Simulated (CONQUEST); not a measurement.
HgTe (Coloradoite):

```xyz
4
Lattice="4.5460 0.0000 0.0000 0.0000 4.5460 0.0000 0.0000 0.0000 6.4290" Properties=species:S:1:pos:R:3 pbc="T T T"
Hg    0.0000    0.0000    0.0000
Hg    2.2730    2.2730    3.2145
Te    0.0000    2.2730    1.6073
Te    2.2730    0.0000    4.8217
```

| Quantity | Value |
| --- | --- |
| Program | CONQUEST 1.3 |
| Task | single point |
| Functional | PBE |
| Potentials or basis | PseudoDojo NC PBE, SZP, grid cutoff 120 Ha |
| k mesh | 6 × 6 × 4 |
| Occupations | fermi-dirac, width 0.05 eV |
| Spin | no spin polarisation |

On this cell: pressure 6.9 GPa; largest force zero by symmetry; band gap on the k mesh none (metal or under the smearing width).

The same run follows on a disturbed copy (atoms moved at random, drawn with an rms of 0.05 Å):

```
Hg Te
1.0
     4.54599    0.00000    0.00000
     0.00000    4.54599    0.00000
     0.00000    0.00000    6.42900
Hg Te
2 2
Cartesian
  2.2541 2.2599 3.2162
  4.5271 4.5329 0.0017
  2.2716 4.5379 4.8249
  4.5446 2.2650 1.6104
```

Problem. What does the disturbed cell give?

Solution. The energy (extrapolated to zero smearing) moves by +0.5 meV/atom; pressure 6.9 GPa; largest force 0.117 eV/Å; band gap on the k mesh none (metal or under the smearing width).

Forces in eV/Å, atoms in the order of the input:
```
Hg   0.112  0.033  0.011
Hg   0.112  0.033  0.011
Te  -0.109 -0.035 -0.008
Te  -0.109 -0.035 -0.008
```

Caveats: the atomic basis is small; the basis of atomic orbitals isn't converged, which shifts pressures, moduli and gaps.
